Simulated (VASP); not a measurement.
# C: convergence, phonon dispersion from a supercell

C, Fd-3m (no. 227), 2 atoms in the cell. PBE, phonon dispersion from a supercell; PAW potentials C (PBE set). VASP 6.6.1.

Wanted: frequencies at the zone-boundary points of the path within 3 %; vibrational free energy at 300 K within 0.001 eV/atom.

Geometry: relaxed with this functional.

POSCAR of the starting run:
```
C
 1.0000000000000000
     0.0000000000000000    3.5709779572085036    3.5709779572085036
     3.5709779572085036    0.0000000000000000    3.5709779572085036
     3.5709779572085036    3.5709779572085036    0.0000000000000000
 C
  16
Direct
  0.3750000000000000  0.3750000000000000  0.3750000000000000
  0.3750000000000002  0.3750000000000002  0.8750000000000000
  0.3750000000000001  0.8750000000000001  0.3749999999999999
  0.3750000000000002  0.8749999999999999  0.8749999999999999
  0.8750000000000001  0.3750000000000001  0.3749999999999999
  0.8749999999999999  0.3750000000000002  0.8749999999999999
  0.8749999999999999  0.8749999999999999  0.3750000000000002
  0.8749999999999999  0.8749999999999999  0.8749999999999999
  0.2500000000000000  0.2500000000000000  0.2500000000000000
  0.2500000000000000  0.2500000000000000  0.7500000000000000
  0.2500000000000000  0.7500000000000000  0.2500000000000000
  0.2499999999999998  0.7499999999999998  0.7500000000000002
  0.7500000000000000  0.2500000000000000  0.2500000000000000
  0.7499999999999998  0.2499999999999998  0.7500000000000002
  0.7500000000000000  0.7500000000000000  0.2500000000000000
  0.7500000000000000  0.7500000000000000  0.7500000000000000
```

The series start from Plane-wave cutoff (eV): 520; k mesh: 10x10x10; SCF threshold (eV): 1e-7; Precision mode: Accurate; Projectors in real space: False; Displacements: NFREE 2; Supercell: 2x2x2. Each series keeps the choices made before it, and each single choice may use up half of a tolerance. Times cover all steps of a run.

## Plane-wave cutoff (eV)

| Plane-wave cutoff (eV) | Frequencies at the zone-boundary points of the path, largest deviation against the largest value | Vibrational free energy at 300 K (eV/atom) | Time (s) |
|---|---|---|---|
| 320 | 2.4 % | 0.1802 | 22 |
| 400 | 0.32 % | 0.1765 | 31 |
| 460 | 0.039 % | 0.1769 | 33 |
| 520 | 0.064 % | 0.1768 | 48 |
| 640 (reference) | 0 % | 0.1769 | 59 |

Chosen: 400, the loosest value from which every tighter one stays within half of the tolerance.

## k mesh

| k mesh | Frequencies at the zone-boundary points of the path, largest deviation against the largest value | Vibrational free energy at 300 K (eV/atom) | Time (s) |
|---|---|---|---|
| 4x4x4 | 1.3 % | 0.1773 | 17 |
| 6x6x6 | 0.14 % | 0.1766 | 15 |
| 8x8x8 | 0.038 % | 0.1766 | 22 |
| 10x10x10 | 0.008 % | 0.1765 | 31 |
| 14x14x14 (reference) | 0 % | 0.1765 | 55 |

Chosen: 6x6x6.

## SCF threshold (eV)

| SCF threshold (eV) | Frequencies at the zone-boundary points of the path, largest deviation against the largest value | Vibrational free energy at 300 K (eV/atom) | Time (s) |
|---|---|---|---|
| 0.0001 | 1.3 % | 0.1773 | 15 |
| 1e-5 | 0.26 % | 0.1768 | 28 |
| 1e-6 | 0.18 % | 0.1768 | 16 |
| 1e-7 (reference) | 0 % | 0.1766 | 15 |

Chosen: 1e-5.

## Precision mode

| Precision mode | Frequencies at the zone-boundary points of the path, largest deviation against the largest value | Vibrational free energy at 300 K (eV/atom) | Time (s) |
|---|---|---|---|
| Accurate | 0 % | 0.1768 | 28 |
| Normal | 0.0048 % | 0.1768 | 11 |
| Single | 0.02 % | 0.1768 | 12 |

Chosen: Normal, the fastest of those that stay within half of the tolerance.

## Projectors in real space

| Projectors in real space | Frequencies at the zone-boundary points of the path, largest deviation against the largest value | Vibrational free energy at 300 K (eV/atom) | Time (s) |
|---|---|---|---|
| False | 0 % | 0.1768 | 11 |
| Auto | 0.39 % | 0.1763 | 13 |

Chosen: False; no other choice that stays within half of the tolerance saves 30 % of the time.

## Displacements

| Displacements | Frequencies at the zone-boundary points of the path, largest deviation against the largest value | Vibrational free energy at 300 K (eV/atom) | Time (s) |
|---|---|---|---|
| NFREE 2 | 0 % | 0.1768 | 11 |
| NFREE 1 | 0.28 % | 0.1765 | 8.7 |
| perturbation theory (IBRION 8) | 0.22 % | 0.1768 | 20 |

Chosen: NFREE 2.

## Supercell

| Supercell | Frequencies at the zone-boundary points of the path, largest deviation against the largest value | Vibrational free energy at 300 K (eV/atom) | Time (s) |
|---|---|---|---|
| 2x2x2 | 5.1 % | 0.1768 | 11 |
| 3x3x3 (reference) | 0 % | 0.1778 | 98 |

Chosen: 3x3x3; the next looser run is off by more than half of the tolerance, so convergence isn't shown beyond this value.

## All choices together

| Input | Frequencies at the zone-boundary points of the path, largest deviation against the largest value | Vibrational free energy at 300 K (eV/atom) | Time (s) |
|---|---|---|---|
| program defaults, KSPACING-like mesh of 0.5 per A (naive) | 5.2 % | 0.1766 | 14 |
| chosen settings | 0.34 % | 0.1778 | 98 |
| reference settings throughout | 0 % | 0.1776 | 1092 |

The chosen settings stay within the tolerance of the reference run, but the reference itself isn't shown to be converged in: Supercell.

## The input

INCAR.step1:
```
PREC     = Normal         # precision mode
ENCUT    = 400            # plane-wave cutoff, eV
EDIFF    = 1E-5           # SCF threshold, eV
ISMEAR   = 0              # smearing method
SIGMA    = 0.02           # smearing width, eV
LREAL    = False          # projectors in reciprocal space
LASPH    = True           # aspherical terms in the spheres
ALGO     = Normal         # electronic algorithm
NELM     = 120            # most SCF steps
LWAVE    = False          # write WAVECAR
LCHARG   = False          # write CHGCAR
GGA      = PE             # functional
LPHON_DISPERSION= True         
PHON_NWRITE= -2           
KPAR     = 2            
IBRION   = 6              # ionic algorithm
NFREE    = 2            
POTIM    = 0.015          # step
NSW      = 1              # ionic steps
ISIF     = 2              # what is computed and relaxed
```

INCAR.step2, as INCAR.step1 but for:
```
+ CHECKPOINT_FD = CONTINUE
+ PHON_DOS = 1
```

KPOINTS:
```
Automatic mesh
0
Gamma
  2 2 2
  0 0 0
```

QPOINTS.step1:
```
path GXWKGLUWLK,UX
8
line-mode
reciprocal
 0.0000000000  0.0000000000  0.0000000000  G
 0.5000000000  0.0000000000  0.5000000000  X

 0.5000000000  0.0000000000  0.5000000000  X
 0.5000000000  0.2500000000  0.7500000000  W

 0.5000000000  0.2500000000  0.7500000000  W
 0.3750000000  0.3750000000  0.7500000000  K

 0.3750000000  0.3750000000  0.7500000000  K
 0.0000000000  0.0000000000  0.0000000000  G

 0.0000000000  0.0000000000  0.0000000000  G
 0.5000000000  0.5000000000  0.5000000000  L

 0.5000000000  0.5000000000  0.5000000000  L
 0.6250000000  0.2500000000  0.6250000000  U

 0.6250000000  0.2500000000  0.6250000000  U
 0.5000000000  0.2500000000  0.7500000000  W

 0.5000000000  0.2500000000  0.7500000000  W
 0.5000000000  0.5000000000  0.5000000000  L

 0.5000000000  0.5000000000  0.5000000000  L
 0.3750000000  0.3750000000  0.7500000000  K

 0.6250000000  0.2500000000  0.6250000000  U
 0.5000000000  0.0000000000  0.5000000000  X
```

QPOINTS.step2:
```
q mesh
0
Gamma
  18 18 18
  0 0 0
```

POSCAR:
```
C
 1.0000000000000000
     0.0000000000000000    5.3564669358127555    5.3564669358127555
     5.3564669358127555    0.0000000000000000    5.3564669358127555
     5.3564669358127555    5.3564669358127555    0.0000000000000000
 C
  54
Direct
  0.2500000000000000  0.2500000000000000  0.2500000000000000
  0.2500000000000000  0.2500000000000000  0.5833333333333335
  0.2500000000000000  0.2500000000000000  0.9166666666666666
  0.2500000000000001  0.5833333333333336  0.2499999999999999
  0.2500000000000001  0.5833333333333333  0.5833333333333333
  0.2500000000000000  0.5833333333333335  0.9166666666666666
  0.2500000000000001  0.9166666666666666  0.2499999999999999
  0.2500000000000000  0.9166666666666666  0.5833333333333335
  0.2500000000000003  0.9166666666666670  0.9166666666666663
  0.5833333333333336  0.2500000000000001  0.2499999999999999
  0.5833333333333333  0.2500000000000001  0.5833333333333333
  0.5833333333333335  0.2500000000000000  0.9166666666666666
  0.5833333333333333  0.5833333333333333  0.2500000000000001
  0.5833333333333333  0.5833333333333333  0.5833333333333333
  0.5833333333333333  0.5833333333333333  0.9166666666666669
  0.5833333333333335  0.9166666666666666  0.2500000000000000
  0.5833333333333333  0.9166666666666669  0.5833333333333333
  0.5833333333333331  0.9166666666666663  0.9166666666666670
  0.9166666666666666  0.2500000000000001  0.2499999999999999
  0.9166666666666666  0.2500000000000000  0.5833333333333335
  0.9166666666666670  0.2500000000000003  0.9166666666666663
  0.9166666666666666  0.5833333333333335  0.2500000000000000
  0.9166666666666669  0.5833333333333333  0.5833333333333333
  0.9166666666666663  0.5833333333333331  0.9166666666666670
  0.9166666666666666  0.9166666666666666  0.2500000000000000
  0.9166666666666666  0.9166666666666666  0.5833333333333335
  0.9166666666666666  0.9166666666666666  0.9166666666666666
  0.1666666666666667  0.1666666666666667  0.1666666666666667
  0.1666666666666667  0.1666666666666667  0.4999999999999999
  0.1666666666666666  0.1666666666666666  0.8333333333333335
  0.1666666666666667  0.4999999999999999  0.1666666666666666
  0.1666666666666664  0.4999999999999998  0.5000000000000002
  0.1666666666666669  0.5000000000000002  0.8333333333333331
  0.1666666666666667  0.8333333333333335  0.1666666666666666
  0.1666666666666667  0.8333333333333335  0.4999999999999999
  0.1666666666666666  0.8333333333333335  0.8333333333333335
  0.4999999999999999  0.1666666666666667  0.1666666666666666
  0.4999999999999998  0.1666666666666664  0.5000000000000002
  0.5000000000000002  0.1666666666666669  0.8333333333333331
  0.4999999999999999  0.4999999999999999  0.1666666666666667
  0.4999999999999999  0.4999999999999999  0.4999999999999999
  0.4999999999999999  0.4999999999999999  0.8333333333333335
  0.4999999999999998  0.8333333333333331  0.1666666666666668
  0.5000000000000002  0.8333333333333335  0.4999999999999998
  0.4999999999999999  0.8333333333333335  0.8333333333333335
  0.8333333333333335  0.1666666666666667  0.1666666666666667
  0.8333333333333335  0.1666666666666666  0.5000000000000000
  0.8333333333333335  0.1666666666666666  0.8333333333333335
  0.8333333333333331  0.4999999999999998  0.1666666666666668
  0.8333333333333335  0.5000000000000002  0.4999999999999998
  0.8333333333333335  0.4999999999999999  0.8333333333333335
  0.8333333333333335  0.8333333333333335  0.1666666666666666
  0.8333333333333335  0.8333333333333335  0.4999999999999999
  0.8333333333333335  0.8333333333333335  0.8333333333333335
```

Commands (each step's output is kept before the next begins):
```
cat potpaw_PBE.64/C/POTCAR > POTCAR
cp INCAR.step1 INCAR
cp QPOINTS.step1 QPOINTS
mpirun -np 8 vasp_std > vasp.out
cp INCAR.step2 INCAR
cp QPOINTS.step2 QPOINTS
mpirun -np 8 vasp_std > vasp.out
```

The chosen input took VASP 6.6.1 98 s on 8 cores (Intel Xeon 6975P-C (Granite Rapids)), a shared host.

## An input that fails: no q points given

It runs to its end, but its output holds no phonon dispersion.
